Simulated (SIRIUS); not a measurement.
**Ta in SIRIUS: the effect of functional**

The system is Ta.

```
Ta
1.0
    -1.65128    1.65128    1.65128
     1.65128   -1.65128    1.65128
     1.65128    1.65128   -1.65128
Ta
1
Direct
  0.00000 0.00000 0.00000
```

Alike in all runs:

- Program: SIRIUS 7.10.0
- Task: single point
- Potentials or basis: PseudoDojo 0.4.1 PBE standard (scalar relativistic)
- Cutoff: 807 eV
- Density cutoff: 3227 eV
- k mesh: 11 × 11 × 11
- Occupations: fermi-dirac, width 0.05 eV
- Spin: no spin polarisation

Task: One run gave: pressure -8.4 GPa. Which functional did it use?
A. BPBE
B. AM05
C. LDA
D. PBEsol
E. revPBE

Result: C.

| functional | pressure (GPa) |
| --- | --- |
| LDA | -8.4 |
| PBEsol | -3.7 |
| RPBE | 6.0 |
| revPBE | 5.0 |
| BLYP | 8.5 |
| PW91 | 2.2 |
| AM05 | -4.2 |
| BPBE | 2.2 |
| N12 | -1.9 |
| APBE | 4.8 |

Caveats: the potentials were made for another functional, which shifts forces and pressure.

Runs at the PBE level aren't shown here.
